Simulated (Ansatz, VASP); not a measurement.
# One calculation of KCl, two programs

```
K Cl
1.0
     3.63400    0.00000    0.00000
     0.00000    3.63400    0.00000
     0.00000    0.00000    3.67034
K Cl
1 1
Direct
  0.00000 0.00000 0.00000
  0.50000 0.50000 0.50000
```

Change from the starting cell: zz strain of +1 %.

Alike in both runs: task single point; functional PBE; k mesh 7 × 7 × 7; occupations fermi-dirac, width 0.02 eV; no spin polarisation.

```csv
,VASP,Ansatz
version,VASP 6.6.1,Ansatz 0.2.0
potentials or method,"VASP PAW PBE potentials, release 64 (K_sv, Cl), cutoff 520 eV","all-electron LAPW, scalar-relativistic"
```

VASP gave:

| Property | Result |
| --- | --- |
| gap on the k mesh at the Fermi level (eV) | 5.54 |
| pressure (GPa) | 4.2 |
| largest component of the traceless stress (GPa) | 0.34 |

Q: Which values does Ansatz return?

A: gap on the k mesh at the Fermi level (eV): 5.54; pressure (GPa): 4.1; largest component of the traceless stress (GPa): 0.34.

Ansatz ran all-electron here, so the differences hold the error of VASP's frozen core and of both bases.

Caveats: an odd mesh through Γ misses points on the zone boundary, where band edges often lie.
